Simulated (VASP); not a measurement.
Al2O3: band structure with PBE

The system is Al2O3.

```xyz
5
Lattice="2.8843 0.0000 0.0000 -1.4422 2.4979 0.0000 0.0000 0.0000 9.3368" Properties=species:S:1:pos:R:3 pbc="T T T"
Al    0.0000    0.0000    7.9363
Al    0.0000    0.0000    1.4004
O     0.0000    1.6653    7.2610
O     1.4422    0.8326    0.0000
O     0.0000    1.6653    2.0757
```

Measurements of this composition are mostly on another form, of space group No. 167.

```json
{
 "Program": "VASP 6.6.1",
 "Task": "band structure",
 "Functional": "PBE",
 "Potentials or basis": "VASP PAW PBE potentials, release 54 (Al, O)",
 "Cutoff": "900 eV",
 "k mesh": "8 × 8 × 3",
 "Occupations": "fermi-dirac, width 0.05 eV",
 "Spin": "no spin polarisation",
 "Further INCAR settings": "ALGO = Fast; EDIFF = 1e-06"
}
```

- Pressure: 0.1 GPa
- Largest force: 0.005 eV/Å
- Band gap on the k mesh: 4.78 eV, indirect (least direct gap 5.01 eV)
- Band gap along the path: 4.77 eV, indirect (least direct gap 5.01 eV)

Forces on the atoms (eV/Å):
```
Al   0.000  0.000  0.000
Al   0.000  0.000  0.000
O    0.000  0.000 -0.005
O    0.000  0.000  0.000
O    0.000  0.000  0.005
```

Stress tensor (GPa, compression positive):
```
0.22 0.00 0.00
0.00 0.22 0.00
0.00 0.00 0.00
```

Levels at the corners of the path, in eV from the valence-band top:
| point | band 10 | band 11 | band 12 | band 13 | band 14 | band 15 |
| --- | --- | --- | --- | --- | --- | --- |
| Γ | -0.53 | -0.53 | -0.24 | 4.77 | 7.40 | 7.80 |
| M | -1.00 | -0.81 | -0.58 | 7.78 | 8.85 | 9.05 |
| M | -1.00 | -0.81 | -0.58 | 7.78 | 8.85 | 9.05 |
| K | -1.30 | -1.09 | -0.03 | 9.53 | 9.58 | 10.70 |
| K | -1.30 | -1.09 | -0.03 | 9.53 | 9.58 | 10.70 |
| Γ | -0.53 | -0.53 | -0.24 | 4.77 | 7.40 | 7.80 |
| Γ | -0.53 | -0.53 | -0.24 | 4.77 | 7.40 | 7.80 |
| A | -0.53 | -0.53 | -0.29 | 4.91 | 6.96 | 7.97 |
| A | -0.53 | -0.53 | -0.29 | 4.91 | 6.96 | 7.97 |
| L | -1.00 | -0.82 | -0.57 | 7.79 | 8.81 | 9.11 |
| L | -1.00 | -0.82 | -0.57 | 7.79 | 8.81 | 9.11 |
| H | -1.30 | -1.10 | -0.03 | 9.51 | 9.58 | 10.70 |
| H | -1.30 | -1.10 | -0.03 | 9.51 | 9.58 | 10.70 |
| A | -0.53 | -0.53 | -0.29 | 4.91 | 6.96 | 7.97 |
| L | -1.00 | -0.82 | -0.57 | 7.79 | 8.81 | 9.11 |
| M | -1.00 | -0.81 | -0.58 | 7.78 | 8.85 | 9.05 |
| K | -1.30 | -1.09 | -0.03 | 9.53 | 9.58 | 10.70 |
| H | -1.30 | -1.10 | -0.03 | 9.51 | 9.58 | 10.70 |

It took 66 s on 1 thread of Intel(R) Xeon(R) 6975P-C (Granite Rapids) (shared host), peak memory 0.27 GiB.

A hybrid or GW would open this gap; PBE tends to underestimate it.
